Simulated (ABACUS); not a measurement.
Crystal: SnTe.

```
Te Sn
1.0
     0.00000    3.15085    3.15085
     3.15085    0.00000    3.15085
     3.15085    3.15085    0.00000
Te Sn
1 1
Direct
  0.50000 0.50000 0.50000
  0.00000 0.00000 0.00000
```

Base run:

| Item | Value |
| --- | --- |
| Program | ABACUS 3.10.1 |
| Functional | AM05 |
| Potentials or basis | GBRV ultrasoft 1.5 PBEsol |
| Cutoff | 544 eV |
| Density cutoff | 4354 eV |
| Basis | plane waves |
| k mesh | 6 × 6 × 6 |
| Occupations | fermi-dirac, width 0.05 eV |
| Spin | no spin polarisation |

Its results: band gap on the k mesh 0.16 eV, direct; pressure -0.2 GPa.

Q: The run is repeated on the same cell with these changes: functional from AM05 to PBE; potentials or basis from GBRV ultrasoft 1.5 PBEsol to SPMS ONCV 1.0 PBE; cutoff from 544 eV to 1129 eV; density cutoff from 4354 eV to 4517 eV; valence electrons from 20 to 30. What comes out?

A: Band gap on the k mesh 0.10 eV, direct; pressure 2.3 GPa.

Caveats: spin-orbit coupling is left out, which moves the levels of the heavy elements; the potentials were made for another functional, which shifts forces and pressure (some runs).

A k mesh can miss the band edges.
